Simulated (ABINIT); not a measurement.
## How the form of the self-energy moves the gap of SiC (F-43m)

Wanted: the gap of SiC (F-43m) under several approximations, with cost.

Program: ABINIT 10.8.3. Level of theory: PBE and many-body steps on it, plane waves. Results are calculated unless marked as measured.

**What was measured.**

- Gap 2.39 eV: band gap at cryogenic temperature; bulk crystal (literature value) (quoted in “Silicon carbide diodes for neutron detection”, 2020, arxiv:2009.14696).

- Gap 2.4 eV: Tauc optical (indirect) gap of annealed polycrystalline 3C-SiC; UV-VIS spectroscopic ellipsometry, Tauc analysis; film (CVD ultrathin polycrystalline film, annealed, about 5 nm grains) (“On-Demand CMOS-Compatible Fabrication of Ultrathin Self-Aligned SiC Nanowire Arrays”, 2018, pmc:6267454).

**1. The starting structure**

Symmetry: F-43m, No. 216, cubic system. The conventional cell has a = 4.358 Å, b = 4.358 Å, c = 4.358 Å, α = 90.00°, β = 90.00°, γ = 90.00°. Si has 4 C at 1.89 Å nearest. Nearest to C lie 4 Si at 1.89 Å. Farther neighbours are not listed.

The cell and positions come from the Crystallography Open Database and are kept as given unless a step says otherwise.

**2. Empty states on the mesh, 8×8×8 mesh, 186 bands**

This step: ABINIT 10.8.3; DFT, PBE, plane waves, norm-conserving pseudopotentials.

The sums over transitions need many empty states on a uniform mesh; this step solves for them.

Contents of run.abi:

```
acell 3*1.0 Angstrom
rprim 
  -0.000000000000 2.179000000000 2.179000000000
  2.179000000000 -0.000000000000 2.179000000000
  2.179000000000 2.179000000000 -0.000000000000
ntypat 2
znucl 14 6
natom 2
typat 1 2
xred 
  0.000000000000 0.000000000000 0.000000000000
  0.250000000000 0.250000000000 0.250000000000
pp_dirpath "pseudos"
pseudos "Si.upf, C.upf"
ecut 37
ngkpt 8 8 8
nshiftk 1
shiftk 0 0 0
kptopt 1
chksymbreak 0
irdden 1
istwfk *1
nband 186
prtvol 0
optdriver 6
gwr_task "HDIAGO"
paral_kgb 0
occopt 1
indata_prefix "in"
outdata_prefix "out"
tmpdata_prefix "tmp"
```

Launch:

```
> OMP_NUM_THREADS=1 mpirun -n 8 abinit run.abi > log
```

The log of the run:

```text
.Version 10.8.3 of ABINIT. v10.8.2 released Aug 2026.

 Symmetries : space group F-4 3 m (#216); Bravais cF (face-center cubic)
[... echo of the input left out ...]
== DATASET  1 ==================================================================
-   mpi_nproc: 8, omp_nthreads: 1 (-1 if OMP is not activated)

--- !DatasetInfo
iteration_state: {dtset: 1, }
dimensions: {natom: 2, nkpt: 29, mband: 186, nsppol: 1, nspinor: 1, nspden: 1, mpw: 1524, }
cutoff_energies: {ecut:  37.0, pawecutdg:  -1.0, }
[...]
Indirect band gap semiconductor
 Fundamental gap:     1.361 (eV)
   VBM:     6.835 (eV) at k: [ 0.0000E+00,  0.0000E+00,  0.0000E+00]
   CBM:     8.196 (eV) at k: [ 5.0000E-01,  5.0000E-01,  0.0000E+00]
 Direct gap:         4.553 (eV) at k: [ 5.0000E-01,  5.0000E-01,  0.0000E+00]

== END DATASET(S) ==============================================================
================================================================================

 -outvars: echo values of variables after computation  --------
           etotal      0.0000000000E+00
            nband         186
             nkpt          29
          spgroup         216
 [... the other variables as echoed above ...]

 Calculation completed.
```

The job ended after 15 s (8 MPI ranks of Arm Neoverse V1, shared host; peak memory 1.5 GiB).

Numbers from this step:

* gap: 1.361 eV
* k of the valence top: 0, 0, 0
* k of the conduction bottom: 0.5, 0.5, 0
* least direct gap: 4.553 eV
* k points computed: 29
* lowest point of the top converged band, above the valence top: 219.3889 eV

On this mesh the gap is 1.361 eV.

The density comes from a self-consistent run that is not shown.

**3. Screening, 8×8×8 mesh, 178 bands, screening to 304.8 eV**

The RPA dielectric matrix is built and inverted for each q.

This step: RPA screening on PBE, plane waves, norm-conserving pseudopotentials.

run.abi: that of step 2 with these lines changed.

```diff
@@ -20,10 +20,11 @@
 chksymbreak 0
-irdden 1
 istwfk *1
-nband 186
-prtvol 0
-optdriver 6
-gwr_task "HDIAGO"
-paral_kgb 0
 occopt 1
+irdwfk 1
+optdriver 3
+nband 178
+ecuteps 11.2
+inclvkb 2
+awtr 1
+symchi 1
 indata_prefix "in"
```

The log of the run:

```text
.Version 10.8.3 of ABINIT. v10.8.2 released Aug 2026.

 Symmetries : space group F-4 3 m (#216); Bravais cF (face-center cubic)
[... echo of the input left out ...]
== DATASET  1 ==================================================================
-   mpi_nproc: 8, omp_nthreads: 1 (-1 if OMP is not activated)

--- !DatasetInfo
iteration_state: {dtset: 1, }
dimensions: {natom: 2, nkpt: 29, mband: 178, nsppol: 1, nspinor: 1, nspden: 1, mpw: 1524, }
cutoff_energies: {ecut:  37.0, pawecutdg:  -1.0, }
electrons: {nelect:   8.00000000E+00, charge:   0.00000000E+00, occopt:   1.00000000E+00, tsmear:   1.00000000E-02, }

 SCREENING: Calculation of the susceptibility and dielectric matrices

 Based on a program developped by R.W. Godby, V. Olevano, G. Onida, and L. Reining.
 Incorporated in ABINIT by V. Olevano, G.-M. Rignanese, and M. Torrent.
.Using double precision arithmetic ; gwpc =  8

[... cell and pseudopotentials left out ...]
--------------------------------------------------------------------------------

 ==== K-mesh for the wavefunctions ====
 Number of points in the irreducible wedge :    29
[... list of points left out ...]
 Together with 24 symmetry operations and time-reversal symmetry
 yields   512 points in the full Brillouin Zone.

 ==== Q-mesh for the screening function ====
 Number of points in the irreducible wedge :    29
[... list of points left out ...]
 Together with 24 symmetry operations and time-reversal symmetry
 yields   512 points in the full Brillouin Zone.

 setmesh: FFT mesh size selected  =    25x   25x   25
          total number of points  =        15625

 vcoul_init : cutoff-mode = AUXILIARY_FUNCTION
 q-points for optical limit:   1
     1)      0.000010    0.000020    0.000030

- screening: taking advantage of time-reversal symmetry
- Maximum band index for partially occupied states nbvw = 4
- Remaining bands to be divided among processors   nbcw = 174
- Number of bands treated by each node ~21

 Number of electrons calculated from density =    8.0000; Expected =    8.0000
 average of density, n =  0.057292
 r_s =    1.6092
 omega_plasma =   23.0888 [eV]

 calculating chi0 at frequencies [eV] :
  1    0.000000E+00    0.000000E+00
  2    0.000000E+00    2.308880E+01

--------------------------------------------------------------------------------
  q-point number  1        q = ( 0.000000, 0.000000, 0.000000) [r.l.u.]
--------------------------------------------------------------------------------
[... chi0 elements left out ...]
 For q-point:  0.000010 0.000020 0.000030
  dielectric constant =   6.6708
  dielectric constant without local fields =   7.3105

  Average fulfillment of the sum rule on Im[epsilon] for q-point    1 :     95.73  [%]
[... wings left out ...]
  q-point number  2        q = ( 0.125000, 0.000000, 0.000000) [r.l.u.]
--------------------------------------------------------------------------------
[... chi0 elements left out ...]
  Average fulfillment of the sum rule on Im[epsilon] for q-point    2 :     97.69  [%]

 [... 27 further q-points ...]
```

Elapsed: 3.4 min, on 8 MPI ranks; peak memory 2.8 GiB.

Numbers from this step:

| Property | Result |
| --- | --- |
| ε∞ with local fields, on this mesh, along the program's q direction | 6.671 |
| the same without local fields | 7.311 |
| plasma frequency | 23.09 eV |
| plane waves in the screening matrix | 259 |

Local fields lower ε∞ by 9 %.

**4. G0W0, Godby-Needs plasmon pole**

The self-energy is evaluated for the states that the input lists, and the levels follow from it, in one-shot runs by the linearised quasiparticle equation.

This step: G0W0 on PBE, plane waves, norm-conserving pseudopotentials.

run.abi: that of step 3 with these lines changed.

```diff
@@ -23,8 +23,17 @@
 irdwfk 1
-optdriver 3
+optdriver 4
 nband 178
+gwcalctyp 0
+ecutsigx 37
+symsigma 1
+nkptgw 2
+kptgw 
+  0.0000000000 0.0000000000 0.0000000000
+  0.5000000000 0.5000000000 0.0000000000
+bdgw 
+  2 8
+  3 6
 ecuteps 11.2
-inclvkb 2
-awtr 1
-symchi 1
+irdscr 1
+ppmodel 1
 indata_prefix "in"
```

The log of the run:

```text
.Version 10.8.3 of ABINIT. v10.8.2 released Aug 2026.

 Symmetries : space group F-4 3 m (#216); Bravais cF (face-center cubic)
[... echo of the input left out ...]
== DATASET  1 ==================================================================
-   mpi_nproc: 8, omp_nthreads: 1 (-1 if OMP is not activated)

--- !DatasetInfo
iteration_state: {dtset: 1, }
dimensions: {natom: 2, nkpt: 29, mband: 178, nsppol: 1, nspinor: 1, nspden: 1, mpw: 1524, }
cutoff_energies: {ecut:  37.0, pawecutdg:  -1.0, }
electrons: {nelect:   8.00000000E+00, charge:   0.00000000E+00, occopt:   1.00000000E+00, tsmear:   1.00000000E-02, }

 SIGMA: Calculation of the GW corrections

 Based on a program developped by R.W. Godby, V. Olevano, G. Onida, and L. Reining.
 Incorporated in ABINIT by V. Olevano, G.-M. Rignanese, and M. Torrent.
.Using double precision arithmetic ; gwpc =  8

[... cell and pseudopotentials left out ...]
--------------------------------------------------------------------------------

 ==== K-mesh for the wavefunctions ====
 Number of points in the irreducible wedge :    29
[... list of points left out ...]
 Together with 24 symmetry operations and time-reversal symmetry
 yields   512 points in the full Brillouin Zone.

 ==== Q-mesh for screening function ====
 Number of points in the irreducible wedge :    29
[... list of points left out ...]
 Together with 24 symmetry operations and time-reversal symmetry
 yields   512 points in the full Brillouin Zone.

 vcoul_init : cutoff-mode = AUXILIARY_FUNCTION
 q-points for optical limit:   1
     1)      0.000010    0.000020    0.000030
 setmesh: FFT mesh size selected  =    32x   32x   32
          total number of points  =        32768

 Number of electrons calculated from density =    8.0000; Expected =    8.0000
 average of density, n =  0.057292
 r_s =    1.6092
 omega_plasma =   23.0888 [eV]

 === KS Band Gaps ===
  >>>> For spin  1
   Minimum direct gap =   4.5530 [eV], located at k-point      :   0.5000  0.5000  0.0000
   Fundamental gap    =   1.3613 [eV], Top of valence bands at :   0.0000  0.0000  0.0000
                                       Bottom of conduction at :   0.5000  0.5000  0.0000
 SIGMA fundamental parameters:
 PLASMON POLE MODEL  1
 number of plane-waves for SigmaX                 1459
 number of plane-waves for SigmaC and W            259
 number of plane-waves for wavefunctions          1459
 number of bands                                   178
 number of independent spin polarizations            1
 number of spinorial components                      1
 number of k-points in IBZ                          29
 number of q-points in IBZ                          29
 number of symmetry operations                      24
 number of k-points in BZ                          512
 number of q-points in BZ                          512
 number of frequencies for dSigma/dE                 9
 frequency step for dSigma/dE [eV]                0.25
 number of omega for Sigma on real axis              0
 max omega for Sigma on real axis  [eV]           0.00
 zcut for avoiding poles [eV]                     0.10

 EPSILON^-1 parameters (SCR file):
 dimension of the eps^-1 matrix on file            259
 dimension of the eps^-1 matrix used               259
 number of plane-waves for wavefunctions          1459
 number of bands                                   178
 number of q-points in IBZ                          29
 number of frequencies                               2
 number of real frequencies                          1
 number of imag frequencies                          1

 matrix elements of self-energy operator (all in [eV])

 Perturbative Calculation

--- !SelfEnergy_ee
iteration_state: {dtset: 1, }
kpoint     : [   0.000,    0.000,    0.000, ]
spin       : 1
KS_gap     :    6.223
QP_gap     :    7.141
Delta_QP_KS:    0.917
data: !SigmaeeData |
     Band     E0 <VxcDFT>   SigX SigC(E0)      Z dSigC/dE  Sig(E)    E-E0       E
        2   6.835 -14.927 -17.547   1.756   0.792  -0.263 -15.611  -0.684   6.151
        3   6.835 -14.927 -17.547   1.756   0.792  -0.263 -15.611  -0.684   6.151
        4   6.835 -14.927 -17.547   1.756   0.792  -0.263 -15.611  -0.684   6.151
        5  13.058 -13.214  -7.586  -5.333   0.789  -0.267 -12.981   0.233  13.292
        6  14.146 -11.329  -5.851  -5.160   0.806  -0.241 -11.073   0.256  14.402
        7  14.146 -11.329  -5.851  -5.160   0.806  -0.241 -11.073   0.256  14.402
        8  14.146 -11.329  -5.851  -5.160   0.806  -0.241 -11.073   0.256  14.402

--- !SelfEnergy_ee
iteration_state: {dtset: 1, }
kpoint     : [   0.500,    0.500,    0.000, ]
spin       : 1
KS_gap     :    4.553
QP_gap     :    5.616
Delta_QP_KS:    1.063
data: !SigmaeeData |
     Band     E0 <VxcDFT>   SigX SigC(E0)      Z dSigC/dE  Sig(E)    E-E0       E
        3   3.643 -13.566 -17.410   2.608   0.782  -0.279 -14.532  -0.966   2.678
        4   3.643 -13.566 -17.410   2.608   0.782  -0.279 -14.532  -0.966   2.678
        5   8.196 -10.510  -6.435  -3.956   0.820  -0.219 -10.412   0.097   8.294
        6  11.168 -10.772  -5.999  -4.450   0.822  -0.216 -10.507   0.266  11.434

== END DATASET(S) ==============================================================
================================================================================

 -outvars: echo values of variables after computation  --------
           etotal      0.0000000000E+00
            nband         178
             nkpt          29
          spgroup         216
 [... the other variables as echoed above ...]

 Calculation completed.
```

The job ended after 35 s (8 MPI ranks; peak memory 3 GiB).

Numbers from this step:

| Property | Result |
| --- | --- |
| G0W0 gap on the points computed | 2.143 eV |
| starting gap on the mesh | 1.361 eV |
| k of the valence top | 0, 0, 0 |
| k of the conduction bottom | 0.5, 0.5, 0 |
| Z at the valence top | 0.792 |
| Z at the conduction bottom | 0.82 |
| least direct G0W0 gap on the computed points | 5.616 eV |

The gap on the mesh goes from 1.36 eV to 2.14 eV, a correction of +0.78 eV.

**5. G0W0, Hybertsen-Louie plasmon pole**

run.abi: that of step 4 with these lines changed.

```diff
@@ -37,3 +37,3 @@
 irdscr 1
-ppmodel 1
+ppmodel 2
 indata_prefix "in"
```

The log of the run:

```text
.Version 10.8.3 of ABINIT. v10.8.2 released Aug 2026.

 Symmetries : space group F-4 3 m (#216); Bravais cF (face-center cubic)
[... echo of the input left out ...]
== DATASET  1 ==================================================================
-   mpi_nproc: 8, omp_nthreads: 1 (-1 if OMP is not activated)

--- !DatasetInfo
iteration_state: {dtset: 1, }
dimensions: {natom: 2, nkpt: 29, mband: 178, nsppol: 1, nspinor: 1, nspden: 1, mpw: 1524, }
cutoff_energies: {ecut:  37.0, pawecutdg:  -1.0, }
electrons: {nelect:   8.00000000E+00, charge:   0.00000000E+00, occopt:   1.00000000E+00, tsmear:   1.00000000E-02, }

 SIGMA: Calculation of the GW corrections

 Based on a program developped by R.W. Godby, V. Olevano, G. Onida, and L. Reining.
 Incorporated in ABINIT by V. Olevano, G.-M. Rignanese, and M. Torrent.
.Using double precision arithmetic ; gwpc =  8

[... cell and pseudopotentials left out ...]
--------------------------------------------------------------------------------

 ==== K-mesh for the wavefunctions ====
 Number of points in the irreducible wedge :    29
[... list of points left out ...]
 Together with 24 symmetry operations and time-reversal symmetry
 yields   512 points in the full Brillouin Zone.

 ==== Q-mesh for screening function ====
 Number of points in the irreducible wedge :    29
[... list of points left out ...]
 Together with 24 symmetry operations and time-reversal symmetry
 yields   512 points in the full Brillouin Zone.

 vcoul_init : cutoff-mode = AUXILIARY_FUNCTION
 q-points for optical limit:   1
     1)      0.000010    0.000020    0.000030
 setmesh: FFT mesh size selected  =    32x   32x   32
          total number of points  =        32768

 Number of electrons calculated from density =    8.0000; Expected =    8.0000
[...]
number of omega for Sigma on real axis              0
 max omega for Sigma on real axis  [eV]           0.00
 zcut for avoiding poles [eV]                     0.10

 EPSILON^-1 parameters (SCR file):
 dimension of the eps^-1 matrix on file            259
 dimension of the eps^-1 matrix used               259
 number of plane-waves for wavefunctions          1459
 number of bands                                   178
 number of q-points in IBZ                          29
 number of frequencies                               2
 number of real frequencies                          1
 number of imag frequencies                          1

 matrix elements of self-energy operator (all in [eV])

 Perturbative Calculation

--- !SelfEnergy_ee
iteration_state: {dtset: 1, }
kpoint     : [   0.000,    0.000,    0.000, ]
spin       : 1
KS_gap     :    6.223
QP_gap     :    7.205
Delta_QP_KS:    0.981
data: !SigmaeeData |
     Band     E0 <VxcDFT>   SigX SigC(E0)      Z dSigC/dE  Sig(E)    E-E0       E
        2   6.835 -14.927 -17.547   1.282   0.815  -0.227 -16.017  -1.091   5.745
        3   6.835 -14.927 -17.547   1.282   0.815  -0.227 -16.017  -1.091   5.745
        4   6.835 -14.927 -17.547   1.282   0.815  -0.227 -16.017  -1.091   5.745
[...]
--- !SelfEnergy_ee
iteration_state: {dtset: 1, }
kpoint     : [   0.500,    0.500,    0.000, ]
spin       : 1
KS_gap     :    4.553
QP_gap     :    5.752
Delta_QP_KS:    1.199
data: !SigmaeeData |
     Band     E0 <VxcDFT>   SigX SigC(E0)      Z dSigC/dE  Sig(E)    E-E0       E
[...]
5   8.196 -10.510  -6.435  -4.280   0.838  -0.193 -10.682  -0.173   8.024
        6  11.168 -10.772  -5.999  -4.759   0.839  -0.191 -10.760   0.012  11.181

== END DATASET(S) ==============================================================
================================================================================

 -outvars: echo values of variables after computation  --------
           etotal      0.0000000000E+00
            nband         178
             nkpt          29
          spgroup         216
 [... the other variables as echoed above ...]

 Calculation completed.
```

Elapsed: 34 s, on 8 MPI ranks; peak memory 2.8 GiB.

Numbers from this step:

```yaml
g0w0_gap_on_the_points_computed: 2.279 eV
starting_gap_on_the_mesh: 1.361 eV
k_of_the_valence_top: 0, 0, 0
k_of_the_conduction_bottom: 0.5, 0.5, 0
z_at_the_valence_top: 0.815
z_at_the_conduction_bottom: 0.838
least_direct_g0w0_gap_on_the_computed_points: 5.752 eV
```

Against G0W0 in ABINIT (8×8×8 mesh, 178 bands, screening to 304.8 eV, Godby-Needs plasmon pole), the gap moves by +0.136 eV.

**6. G0W0, von der Linden-Horsch plasmon pole**

run.abi: that of step 5 with these lines changed.

```diff
@@ -37,3 +37,3 @@
 irdscr 1
-ppmodel 2
+ppmodel 3
 indata_prefix "in"
```

The log of the run:

```text
.Version 10.8.3 of ABINIT. v10.8.2 released Aug 2026.

 Symmetries : space group F-4 3 m (#216); Bravais cF (face-center cubic)
[... echo of the input left out ...]
== DATASET  1 ==================================================================
-   mpi_nproc: 8, omp_nthreads: 1 (-1 if OMP is not activated)

--- !DatasetInfo
iteration_state: {dtset: 1, }
dimensions: {natom: 2, nkpt: 29, mband: 178, nsppol: 1, nspinor: 1, nspden: 1, mpw: 1524, }
cutoff_energies: {ecut:  37.0, pawecutdg:  -1.0, }
[...]
Band     E0 <VxcDFT>   SigX SigC(E0)      Z dSigC/dE  Sig(E)    E-E0       E
[...]
5   8.196 -10.510  -6.435  -4.425   0.846  -0.182 -10.806  -0.297   7.900
        6  11.168 -10.772  -5.999  -4.915   0.848  -0.179 -10.892  -0.120  11.049

== END DATASET(S) ==============================================================
================================================================================

 -outvars: echo values of variables after computation  --------
           etotal      0.0000000000E+00
            nband         178
             nkpt          29
          spgroup         216
 [... the other variables as echoed above ...]

 Calculation completed.
```

It took 14 s on 8 MPI ranks; peak memory 2.6 GiB.

Numbers from this step:

```yaml
g0w0_gap_on_the_points_computed: 2.134 eV
starting_gap_on_the_mesh: 1.361 eV
k_of_the_valence_top: 0, 0, 0
k_of_the_conduction_bottom: 0.5, 0.5, 0
least_direct_g0w0_gap_on_the_computed_points: 5.682 eV
```

Against G0W0 in ABINIT (8×8×8 mesh, 178 bands, screening to 304.8 eV, Godby-Needs plasmon pole), the gap moves by −0.009 eV.

(Part 1 of 2 ends here.)

[Paths, hosts, dates, memory and timing lines, banners, echoed tables and standing remarks are left out of the program output.]

[Logs are printed without paths, hosts, clocks, repeated set-up lines and the standing remarks that a program may print on its own settings, such as how far it seeks lower states.]

[Runs of the session that timed out or met a known fault of the program may be left out.]

[Hosts, paths, dates, database ids (printed as entryN), source tags and the programs' standing remarks are cut or masked in the printed files.]

[G0W0 gaps are taken among the corrected bands and points alone; a level outside them can change the order at an edge.]

[Where Ansatz stands beside ABINIT at settings called matched, ABINIT's density can come from a denser mesh and the files from another edition; pairs whose starting gaps differed by over 0.03 eV were left out, so agreement reads better than it is.]
